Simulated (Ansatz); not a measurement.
**Ti3Al: properties at the relaxed cell**

An exercise on one series of results from a longer session: the logs are not shown, and one member is left open.

The COD entry's cell or inner coordinates are ideal or old and differ from later refinements, so a difference from it is no clean test against experiment.

Method: DFT PBEsol, scalar-relativistic, plane waves, PAW, in Ansatz 0.2.0.

1 further run of the same task is left out (set aside as unsound or not needed). Runs told in other sessions of the task aren't counted.

**The starting structure**

Symmetry: P6_3/mmc, No. 194, hexagonal system. The conventional cell has a = 5.688 Å, b = 5.688 Å, c = 4.608 Å, α = 90.00°, β = 90.00°, γ = 120.00°. Ti (site symmetry mm2) is surrounded by 8 Ti at 2.79 to 2.90 Å and 4 Al at 2.81 to 2.84 Å. Al (site symmetry -6m2) is surrounded by 12 Ti at 2.81 to 2.84 Å.

As a file:

```xyz
8
Lattice="5.6878 0.0000 0.0000 -2.8439 4.9258 0.0000 0.0000 0.0000 4.6077" Properties=species:S:1:pos:R:3 pbc="T T T"
Ti    4.2401    0.8358    1.1519
Ti    1.3962    4.0899    3.4558
Ti    2.8439    3.2541    1.1519
Ti   -1.3962    4.0899    3.4558
Ti    1.4477    0.8358    1.1519
Ti    0.0000    1.6717    3.4558
Al    0.0000    3.2839    1.1519
Al    2.8439    1.6419    3.4558
```

This cell was relaxed beforehand with the same method: volume 16.14 Å³/atom, gap on the mesh none (metal).

Set-up of the first run:

File input.yaml:

```yaml
crystal:
  lattice:
    - [5.6303390739, 0.0, 0.0]
    - [-2.815169537, 4.8760166699, 0.0]
    - [0.0, 0.0, 4.5611762175]
  atoms:
    - { symbol: Ti, position: [0.8303111833, 0.1696888167, 0.25] }
    - { symbol: Ti, position: [0.6606223666, 0.8303111833, 0.75] }
    - { symbol: Ti, position: [0.8303111833, 0.6606223666, 0.25] }
    - { symbol: Ti, position: [0.1696888167, 0.8303111833, 0.75] }
    - { symbol: Ti, position: [0.3393776334, 0.1696888167, 0.25] }
    - { symbol: Ti, position: [0.1696888167, 0.3393776334, 0.75] }
    - { symbol: Al, position: [0.3333333333, 0.6666666667, 0.25] }
    - { symbol: Al, position: [0.6666666667, 0.3333333333, 0.75] }
basis:
  ecutwfc: 420
kpoints:
  mp_grid: { grid: [6, 6, 8] }
hamiltonian:
  xc: pbesol
scf:
  occupations: { method: gaussian, width: 0.1 }
output:
  forces: true
  stress: true
  eigenvalues: true
relax:
  adjacent_minimum: "off"
  f_tol: 0.01
  max_steps: 30
  cell: { stress_tol: 0.1, fix: [volume] }
```

Started as:

```console
$ ansatz run input.yaml --threads 2 --pin off --max-ram 5120MiB --backend cpu --events-out ev --progress --plain --runs-dir out
```

Steps of the session up to this table: Point at V/V0 = 0.97; Volume × 1.03; The cell scaled to 0.94 of its volume; Point at V/V0 = 1.06; Point at V/V0 = 0.91; Volume × 1.10; Point at V/V0 = 0.88.

One table of the session follows, with a row left open; its other results are not shown here.

It belongs to the step «Fit of the equation of state». 

```
volume (Å³/atom)  energy above the lowest point (meV/atom)  pressure (GPa)
          14.200                                     107.4           19.65
          14.684                                      57.3           13.64
          15.169                                         ?               ?
          15.653                                       5.7            3.92
          16.137                                       0.0            0.00
          16.621                                       5.3           -3.41
          17.105                                      20.2           -6.37
          17.750                                      52.9           -9.72
```

Estimate the missing values for volume (Å³/atom) = 15.169.

Worked estimate for «energy above the lowest point (meV/atom)». A straight line through the neighbours (14.684, 57.3) and (15.653, 5.7) gives 57.3 + (5.7 − 57.3) × (15.169 − 14.684) / (15.653 − 14.684) = 31.5; a parabola fitted to 4 rows on both sides gives 24.1.

The run gave: energy above the lowest point (meV/atom): 24.2; pressure (GPa): 8.43. In «energy above the lowest point (meV/atom)» the line misses by +7.3 and the parabola by -0.1.
